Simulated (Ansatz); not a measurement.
# ZnS (Wurtzite-2H) (P6_3mc) in Ansatz: reference runs

How does ZnS (Wurtzite-2H) come out in PBE? The cell is run as given and disturbed.

Program: Ansatz 0.2.0. These are calculated values, not measurements. Logs are shortened: lines on timing, memory, paths and dates and some standing lists are left out, and cuts for length are marked.

**The experiment to reproduce.**

From a printed reference work, monograph, for a bulk crystal of ZnS at 4 K: band gap 3.911 eV (direct).

The results are compared with them further down.

## 1. The crystal as given

Symmetry: P6_3mc, No. 186, hexagonal system. The conventional cell has a = 3.811 Å, b = 3.811 Å, c = 6.234 Å, α = 90.00°, β = 90.00°, γ = 120.00°. Zn (site symmetry 3m) is surrounded by 4 S at 2.31 to 2.40 Å. S (site symmetry 3m) is surrounded by 4 Zn at 2.31 to 2.40 Å.

## 2. Single point, PBE

Contents of input.yaml:

```yaml
crystal:
  lattice:
    - [3.811, 0.0, 0.0]
    - [-1.9055, 3.3004228138, 0.0]
    - [0.0, 0.0, 6.234]
  atoms:
    - { symbol: Zn, position: [0.6666666667, 0.3333333333, 0.5] }
    - { symbol: Zn, position: [0.3333333333, 0.6666666667, 0.0] }
    - { symbol: S, position: [0.6666666667, 0.3333333333, 0.885] }
    - { symbol: S, position: [0.3333333333, 0.6666666667, 0.385] }
hamiltonian:
  xc: pbe
  pseudopotentials: { kind: paw }
kpoints:
  mp_grid: { grid: [8, 8, 5] }
scf:
  occupations: { method: fermi_dirac, width: 0.05 }
output:
  forces: true
  stress: true
  eigenvalues: true
  write_density: true
  write_potential: true
  elf: true
  volumetric_format: npy
```

Potentials or basis: Ansatz PAW.

Command:

```console
ansatz run input.yaml --threads 2 --pin off --max-ram 5120MiB --backend cpu --events-out ev --progress --plain --runs-dir out
```

The program printed:

```text
Warning: RAYON_NUM_THREADS=2 ignored (pool sized by the plan → 2); use --threads N
Engine: ansatz 0.2.0, aarch64-unknown-linux-gnu
Pseudopotentials: kind: paw
Pseudopotential: Zn, paw, valence charge 12, recommended cutoff 420 eV (normal), Zn.paw.azcp
Pseudopotential: S, paw, valence charge 6, recommended cutoff 420 eV (normal), S.paw.azcp
Functional definition: PBE
  parameter kappa = 0.804
  parameter beta = 0.06672455060314922
  exchange = pbe_x(kappa = kappa, mu = beta*pi^2/3)
  correlation = pbe_c(beta = beta)
Crystal: 4 atoms, lattice volume = 78.411 Å³
Basis set: ecut = 420 eV, 1521 PW (Γ), exchange–correlation on 54×54×90 points (8 copies of the dense FFT grid, shifted against one another)
Bands: 22, of which v1, the nominal top of the filled ones, is band 18 counted from 1 (17 counted from 0)
Symmetry: 12 space group operations
Space group: P63mc (ITA 186), of the structure as read, at distance tolerance 4.3e-5 Å
k-points: 30 of 320 (time reversal used)
Non-local potential: Zn, projectors of the file, l = 0: 2, l = 1: 2, l = 2: 3, l = 3: 1
Non-local potential: S, projectors of the file, l = 0: 2, l = 1: 2, l = 2: 2
PAW form: soft (Blöchl's): semilocal exchange-correlation on the pseudo side does not see the compensation charge
PAW one-centre angular grid: Zn, 590 points (default); XC on 64 Gauss nodes
PAW one-centre angular grid: S, 110 points (default); XC on 64 Gauss nodes
Initial density: superposition of atomic densities (neutral atoms: chi_scale 0, normalization atom), corrected by the library's trained network
Initial wavefunctions: pseudopotential atomic-orbital guess
Functional: x = pbe(κ = 0.804, μ = 0.2195149727645171), c = pbe(β = 0.06672455060314922)
SCF iter   1: F=—  HF=-8445.420067 eV  |F-HF|=—  |Δ(HF+E_count)|=         —  Δρ=5.12e-4  dr2=1.81e-4  ethr=1.77e-3  ⟨swp⟩=5.6  Hψ=3101  notcnv=0
preconditioner: auto → Resta (q_TF=auto, 2.396 Å⁻¹)  ε∞=6.6  [insulator: Δε(μ)=2.242 eV  Ē_g=10.665 eV  σ=0.050 eV  W_gap=1.00  n_scr=22 (ndim 8)  ℏωp=25.2 eV  f_vac=0.040  D(μ)=0.00/eV (n_scr^D=0)  ε∞_Penn≈6.6]
SCF iter   2: F=—  HF=-8445.420417 eV  |F-HF|=—  |Δ(HF+E_count)|=   3.49e-4  Δρ=4.26e-4  dr2=1.12e-4  ethr=5.03e-7  ⟨swp⟩=2.6  Hψ=1575  notcnv=0
SCF iter   3: F=—  HF=-8445.420502 eV  |F-HF|=—  |Δ(HF+E_count)|=   8.48e-5  Δρ=1.50e-4  dr2=1.23e-5  ethr=3.10e-7  ⟨swp⟩=2.0  Hψ=1154  notcnv=0
SCF iter   4: F=—  HF=-8445.420442 eV  |F-HF|=—  |Δ(HF+E_count)|=   5.97e-5  Δρ=7.56e-5  dr2=4.97e-6  ethr=3.42e-8  ⟨swp⟩=2.0  Hψ=1200  notcnv=0
SCF iter   5: F=—  HF=-8445.420441 eV  |F-HF|=—  |Δ(HF+E_count)|=   6.23e-7  Δρ=3.07e-5  dr2=6.53e-7  ethr=1.38e-8  ⟨swp⟩=2.0  Hψ=1058  notcnv=0
SCF iter   6: F=-8445.420442 eV  HF=-8445.420442 eV  |F-HF|=1.73e-8  |Δ(HF+E_count)|=   3.86e-7  Δρ=1.14e-5  dr2=7.92e-8  ethr=2.78e-10  ⟨swp⟩=6.0  Hψ=4576  notcnv=0
SCF 1 converged in 6 iterations: F = -8445.420442 eV  dr2 = 7.92e-8
SCF converged after 6 iterations
Free energy (F): -8445.420442 eV
Harris-Foulkes:  -8445.420442 eV  (|F-HF|=1.73e-8)
Internal energy: -8445.420442 eV  (E = F + TS)
E sigma→0 (E₀):  -8445.420442 eV
Fermi energy:    7.024248 eV
--- Per-component energies (eV) ---
  E_band       = 12.308444
  E_kinetic    = 477.241463
  E_local      = -4081.370147  (includes V_loc(G=0)·N_el)
  E_nonlocal   = 1285.435661
  E_hartree    = 1707.470625
  E_xc         = -469.097845
  E_vxc        = -279.503123  (∫ρ·V_xc dr)
  E_paw        = -4856.936037  (= ΣΔE_a)
  E_vpaw       = -804.430947  (= ΣTr[D̂ρ^β])
  E_aug_tail   = -0.000743  (compensation charges beyond the density's cutoff)
  E_ewald      = -2508.163419
  E_smearing   = -0.000000  (= −TS)
  E_closure    = -0.000000  (closes the sum)
  Σ components = -8445.420442   (vs F -8445.420442, Δ=0.00e0)
--- Forces (eV/Å), atoms counted from 1 ---
  atom   1  Zn    -0.00000000     0.00000000     0.31948425
  atom   2  Zn    -0.00000000    -0.00000000     0.31948425
  atom   3  S     -0.00000000     0.00000000    -0.31949240
  atom   4  S      0.00000000    -0.00000000    -0.31949240
  max |Σ_I F_I| component: 1.63e-5 eV/Å
--- Stress (GPa, compression-positive) ---
        3.006783       0.000000       0.000000
        0.000000       3.006783       0.000000
        0.000000      -0.000000       0.982149
  P = ⅓ Tr σ = 2.3319 GPa (23.319 kbar)
--- Band table (eV; the first three rows and the last of 30) ---
  k-point 0: bands = ["-7.3305", "-6.4063", "-0.4999", "-0.4999", "-0.4354", "-0.4354", "-0.4266", "-0.0180", "-0.0180", "0.0619", "0.0619", "0.2205", "0.7008", "5.0088", "5.0088", "5.8552", "5.8552", "5.8660", "8.1137", "8.8581", "12.1424", "12.1424"]
  k-point 1: bands = ["-7.2544", "-6.5097", "-0.4961", "-0.4961", "-0.4440", "-0.4440", "-0.4313", "-0.1077", "-0.0085", "-0.0085", "0.0562", "0.0562", "1.3513", "5.0837", "5.0837", "5.0968", "5.7677", "5.7677", "8.7671", "8.9651", "12.1811", "12.1956"]
  k-point 2: bands = ["-7.0451", "-6.7624", "-0.4838", "-0.4838", "-0.4639", "-0.4639", "-0.4241", "-0.3446", "0.0145", "0.0145", "0.0393", "0.0393", "2.4679", "3.7769", "5.2852", "5.2852", "5.5460", "5.5460", "9.2423", "9.3900", "12.2364", "12.3987"]
  k-point 29: bands = ["-6.1718", "-6.1282", "-0.3653", "-0.3139", "-0.3071", "-0.2474", "-0.1312", "-0.1289", "-0.0062", "-0.0033", "0.2945", "0.3401", "1.0565", "1.1854", "2.6987", "3.1776", "4.3840", "4.6174", "10.2942", "10.6122", "11.9025", "12.3172"]
```

Wall time 2.6 s (2 threads of Arm Neoverse V2, shared host); peak memory 0.33 GiB.

What came out:

```
Free energy            : -8445.4204 eV
Pressure               : 2.3 GPa
Largest force          : 0.319 eV/Å
Band gap on the k mesh : 2.25 eV, direct
```

Forces in eV/Å, atoms in the order of the input:
```
Zn   0.000  0.000  0.319
Zn   0.000  0.000  0.319
S    0.000  0.000 -0.319
S    0.000  0.000 -0.319
```

Caveat: odd divisions of the mesh miss points on the zone boundary, where band edges often lie, so the gap on the mesh can be too wide.

## 3. Single point, PBE (atoms moved at random, drawn with an rms of 0.05 Å)

Contents of input.yaml:

```yaml
crystal:
  lattice:
    - [3.811, 0.0, 0.0]
    - [-1.9055, 3.3004228138, 0.0]
    - [0.0, 0.0, 6.234]
  atoms:
    - { symbol: Zn, position: [0.666397, 0.331546, 0.500241] }
    - { symbol: Zn, position: [0.332568, 0.688083, 0.005596] }
    - { symbol: S, position: [0.681335, 0.34264, 0.879891] }
    - { symbol: S, position: [0.323627, 0.666586, 0.389944] }
hamiltonian:
  xc: pbe
  pseudopotentials: { kind: paw }
kpoints:
  mp_grid: { grid: [8, 8, 5] }
scf:
  occupations: { method: fermi_dirac, width: 0.05 }
output:
  forces: true
  stress: true
  eigenvalues: true
```

Potentials or basis: Ansatz PAW.

Command:

```console
ansatz run input.yaml --threads 2 --pin off --max-ram 5120MiB --backend cpu --events-out ev --progress --plain --runs-dir out
```

The program printed:

```text
Warning: RAYON_NUM_THREADS=2 ignored (pool sized by the plan → 2); use --threads N
Engine: ansatz 0.2.0, aarch64-unknown-linux-gnu
Pseudopotentials: kind: paw
Pseudopotential: Zn, paw, valence charge 12, recommended cutoff 420 eV (normal), Zn.paw.azcp
Pseudopotential: S, paw, valence charge 6, recommended cutoff 420 eV (normal), S.paw.azcp
Functional definition: PBE
  parameter kappa = 0.804
  parameter beta = 0.06672455060314922
  exchange = pbe_x(kappa = kappa, mu = beta*pi^2/3)
  correlation = pbe_c(beta = beta)
Crystal: 4 atoms, lattice volume = 78.411 Å³
Basis set: ecut = 420 eV, 1521 PW (Γ), exchange–correlation on 54×54×90 points (8 copies of the dense FFT grid, shifted against one another)
Bands: 22, of which v1, the nominal top of the filled ones, is band 18 counted from 1 (17 counted from 0)
Symmetry: 1 space group operations
Space group: P1 (ITA 1), of the structure as read, at distance tolerance 4.3e-5 Å
k-points: 162 of 320 (time reversal used)
Non-local potential: Zn, projectors of the file, l = 0: 2, l = 1: 2, l = 2: 3, l = 3: 1
Non-local potential: S, projectors of the file, l = 0: 2, l = 1: 2, l = 2: 2
PAW form: soft (Blöchl's): semilocal exchange-correlation on the pseudo side does not see the compensation charge
PAW one-centre angular grid: Zn, 590 points (default); XC on 64 Gauss nodes
PAW one-centre angular grid: S, 110 points (default); XC on 64 Gauss nodes
Initial density: superposition of atomic densities (neutral atoms: chi_scale 0, normalization atom), corrected by the library's trained network
Initial wavefunctions: pseudopotential atomic-orbital guess
Functional: x = pbe(κ = 0.804, μ = 0.2195149727645171), c = pbe(β = 0.06672455060314922)
[... 13 lines left out ...]
Internal energy: -8445.389151 eV  (E = F + TS)
E sigma→0 (E₀):  -8445.389151 eV
Fermi energy:    7.028262 eV
--- Per-component energies (eV) ---
  E_band       = 12.174093
  E_kinetic    = 477.282218
  E_local      = -4081.852950  (includes V_loc(G=0)·N_el)
  E_nonlocal   = 1285.414618
  E_hartree    = 1707.609803
  E_xc         = -469.115535
  E_vxc        = -279.524734  (∫ρ·V_xc dr)
  E_paw        = -4856.898246  (= ΣΔE_a)
  E_vpaw       = -804.365397  (= ΣTr[D̂ρ^β])
  E_aug_tail   = -0.000739  (compensation charges beyond the density's cutoff)
  E_ewald      = -2507.828319
  E_smearing   = -0.000000  (= −TS)
  E_closure    = 0.000000  (closes the sum)
  Σ components = -8445.389151   (vs F -8445.389151, Δ=0.00e0)
--- Forces (eV/Å), atoms counted from 1 ---
  atom   1  Zn    -0.25080851     0.02042129     0.32942604
  atom   2  Zn     0.41119680    -0.19511292     0.18639249
  atom   3  S     -0.46650126     0.15175313     0.06653114
  atom   4  S      0.30611163     0.02293943    -0.58234090
  max |Σ_I F_I| component: 8.77e-6 eV/Å
--- Stress (GPa, compression-positive) ---
        2.688048       1.461949       0.193138
        1.461949       3.282925      -0.174064
        0.193138      -0.174064       1.384973
  P = ⅓ Tr σ = 2.4520 GPa (24.520 kbar)
--- Band table (eV; the first three rows and the last of 162) ---
  k-point 0: bands = ["-7.3415", "-6.3933", "-0.5670", "-0.5224", "-0.4605", "-0.4142", "-0.3448", "-0.0461", "-0.0388", "0.0684", "0.0734", "0.2146", "0.6578", "4.8854", "5.1078", "5.8165", "5.8487", "5.9124", "8.1032", "8.8990", "12.0794", "12.2256"]
  k-point 1: bands = ["-7.2669", "-6.4957", "-0.5651", "-0.5230", "-0.4665", "-0.4219", "-0.3510", "-0.1264", "-0.0365", "-0.0276", "0.0661", "0.0698", "1.3193", "4.9660", "5.0773", "5.1783", "5.7195", "5.8323", "8.7485", "9.0142", "12.1215", "12.1770"]
  k-point 2: bands = ["-7.0711", "-6.7357", "-0.5616", "-0.5239", "-0.4713", "-0.4355", "-0.3726", "-0.3333", "-0.0235", "-0.0162", "0.0577", "0.0639", "2.4398", "3.7551", "5.1839", "5.3431", "5.4765", "5.6497", "9.2302", "9.4388", "12.1844", "12.3033"]
  k-point 161: bands = ["-6.3333", "-6.1515", "-0.5176", "-0.4433", "-0.3759", "-0.2909", "-0.1500", "-0.0844", "0.0088", "0.0985", "0.1939", "0.2575", "0.9249", "1.2861", "3.9069", "3.9927", "4.4352", "4.5775", "9.2595", "9.6336", "11.0436", "11.2023"]
```

Run time: 9.8 s. Hardware: 2 threads of Arm Neoverse V2, shared host; peak memory 0.47 GiB.

Results:

```yaml
Free_energy: -8445.3892 eV
Pressure: 2.5 GPa
Largest_force: 0.658 eV/Å
Band_gap_on_the_k_mesh: 2.19 eV, direct
```

Forces in eV/Å, atoms in the order of the input:
```
Zn  -0.251  0.020  0.329
Zn   0.411 -0.195  0.186
S   -0.467  0.152  0.067
S    0.306  0.023 -0.582
```

Levels at points of the mesh, in eV from the valence-band top:
| k point | band 14 | band 15 | band 16 | band 17 | band 18 | band 19 | band 20 | band 21 | band 22 |
| --- | --- | --- | --- | --- | --- | --- | --- | --- | --- |
| (0.00, 0.00, 0.00) | -1.03 | -0.80 | -0.10 | -0.06 | 0.00 | 2.19 | 2.99 | 6.17 | 6.31 |
| (0.00, -0.50, 0.00) | -4.22 | -3.22 | -2.29 | -1.65 | -0.97 | 3.62 | 4.20 | 5.03 | 7.01 |
| (-0.50, 0.00, 0.00) | -4.33 | -3.15 | -2.29 | -1.76 | -0.98 | 3.61 | 4.31 | 5.32 | 7.01 |
| (-0.50, -0.50, 0.00) | -4.08 | -3.33 | -2.32 | -1.49 | -1.00 | 3.49 | 4.11 | 4.99 | 6.97 |

Caveat: odd divisions of the mesh miss points on the zone boundary, where band edges often lie, so the gap on the mesh can be too wide.

## 4. Comparison with measurements

Step 2. Measured gap of ZnS: 3.911 eV (direct; 4 K; a printed reference work, monograph). This calculation gives 2.25 eV (-1.66 eV). The value is that of PBE, without temperature or zero-point motion. Semilocal functionals fall short of measured gaps as a rule.
